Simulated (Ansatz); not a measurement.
## Ideal shear of a crystal plane in InSe

Computed with Ansatz, DFT PBEsol, scalar-relativistic, plane waves, PAW. Cutoff 420 eV, Γ-centred 6×7×3 k-points, Gaussian smearing of 0.05 eV. No spin polarisation. Energies are free energies at this smearing, counted from the undisturbed cell; pressure is positive in compression.

The starting cell (relaxed at this level; this form isn't the usual structure):

```xyz
8
Lattice="1.6051 0.0000 -4.2721 0.0000 4.1105 0.0000 10.1447 0.0000 4.2615" Properties=species:S:1:pos:R:3 pbc="T T T"
In    5.2890    0.0000   -2.0160
In    9.5589    2.0553    2.2508
In    6.4608    0.0000    2.0054
In    2.1910    2.0553   -2.2614
Se    1.5973    0.0000    0.5857
Se    7.4722    2.0553    0.5804
Se   10.1526    0.0000   -0.5963
Se    4.2777    2.0553   -0.5910
```

The cut lies on the cell's a–b face, a (1 0 0) plane (indices in the standard cell, whose axes needn't be the Cartesian ones shown) of area 18.76 Å², between layers 2.51 Å apart. Vector c is tilted by f times 1·a + 0·b (length 4.564 Å) with the atoms' Cartesian places fixed: one unrelaxed fault a cell. The traction is dγ/du, the slope of γ against the slip u in Å.

| f | γ (mJ/m²) | traction (GPa) |
| --- | --- | --- |
| 0.0000 | 0 | 0.0 |
| 0.1000 | 125 | 5.3 |
| 0.2000 | 453 | 8.6 |
| 0.3000 | 864 | 8.3 |
| 0.4000 | 1110 | 2.8 |
| 0.5000 | 1107 | -2.6 |
| 0.6000 | 941 | -4.3 |
| 0.7000 | 710 | -5.9 |
| 0.8000 | 409 | -7.0 |
| 0.9000 | 122 | -5.0 |

Q: Read off the first barrier and the stress needed to climb it, and compare with Frenkel's sinusoid.

A: The traction changes sign between f = 0.400 and 0.500, so by linear interpolation the first maximum lies at f = 0.452, a slip of 2.06 Å, with γ ≈ 1139 mJ/m², which stands in for the unstable fault energy γ_us, and the steepest sampled slope before it is 8.6 GPa. A sinusoid γ = γ_us sin²(πu/λ) with its maximum there has λ = 4.13 Å and a largest slope πγ_us/λ = 8.7 GPa (1 mJ/m² per Å = 0.01 GPa).

Q: Is there a metastable fault on this line?

A: Apart from points where γ returns to about zero, no local minimum shows among the samples, so at this sampling the line offers no fault for a dislocation to split on; a fault can still lie off the line.

The cut is rigid; relaxing the faces lowers these energies and usually the stresses.

The gap closes along the scan, which can put kinks into the curve.